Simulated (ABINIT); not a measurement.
Runs of ABINIT 10.8.3 (patched build) on ZnO (zincite). It takes space group P6_3mc (No. 186, hexagonal). Conventional cell: a = 3.249 Å, b = 3.249 Å, c = 5.206 Å, α = 90.00°, β = 90.00°, γ = 120.00°. Around Zn (site symmetry 3m) lie 4 O at 1.97 to 1.98 Å. O (site symmetry 3m) is surrounded by 4 Zn at 1.97 to 1.98 Å. 

| task | level | potentials or basis | k mesh | cutoff (eV) | fine-grid cutoff | mesh quality | gap on the mesh (eV) | pressure (GPa) | largest force (eV/Å) |
| --- | --- | --- | --- | --- | --- | --- | --- | --- | --- |
| single point | PBEsol | JTH PAW PBE v2.0 | 5 × 5 × 3 | 626 | 1224.51 eV | coarse | 0.68 | -1.8 | 0.06 |
| single point | LDA | JTH PAW LDA v2.0 | 5 × 5 × 3 | 626 | 1224.51 eV | coarse | 0.72 | -7.7 | 0.05 |
| band structure | LDA-PZ | JTH PAW LDA v2.0 | 9 × 9 × 5 | 626 | 1224.51 eV | not flagged | 0.72 | -7.6 | 0.05 |
| single point | PBEsol | JTH PAW PBE v2.0 | 7 × 7 × 4 | 626 | 1224.51 eV | not flagged | 0.68 | -1.8 | 0.06 |
| single point | PBEsol | JTH PAW PBE v2.0 | 4 × 4 × 2 | 626 | 1224.51 eV | coarse | 0.67 | -1.9 | 0.06 |
| single point | r2SCAN | JTH PAW PBE v2.0 | 5 × 5 × 3 | 762 | 1360.57 eV | coarse | 1.21 | -1.2 | 0.07 |
| single point | PBEsol | JTH PAW PBE v2.0 | 12 × 12 × 6 | 626 | 1224.51 eV | not flagged | 0.68 | -1.8 | 0.06 |
| band structure | WC | JTH PAW PBE v2.0 | 9 × 9 × 5 | 626 | 1224.51 eV | not flagged | 0.68 | -1.9 | 0.06 |
| band structure | RPBE | JTH PAW PBE v2.0 | 9 × 9 × 5 | 626 | 1224.51 eV | not flagged | 0.89 | (a) | 0.08 |
| single point | r2SCAN | JTH PAW PBE v2.0 | 4 × 4 × 2 | 762 | 1360.57 eV | coarse | (b) | -1.2 | 0.07 |
| band structure | LDA | JTH PAW LDA v2.0 | 9 × 9 × 5 | 626 | 1224.51 eV | not flagged | 0.72 | -7.7 | 0.05 |
| single point | LDA | JTH PAW LDA v2.0 | 12 × 12 × 6 | 626 | 1224.51 eV | not flagged | 0.72 | -7.7 | 0.05 |

Alike in all rows: no spin polarisation; cell as given; smearing fermi-dirac 0.05 eV.

Q: Estimate the missing entries.

A: (a) 8.9; (b) 1.20.

Caveats: some runs use coarse meshes; the PAW data sets were made with another functional, which shifts forces and pressure a little (some runs).

Runs at the PBE level aren't shown here.
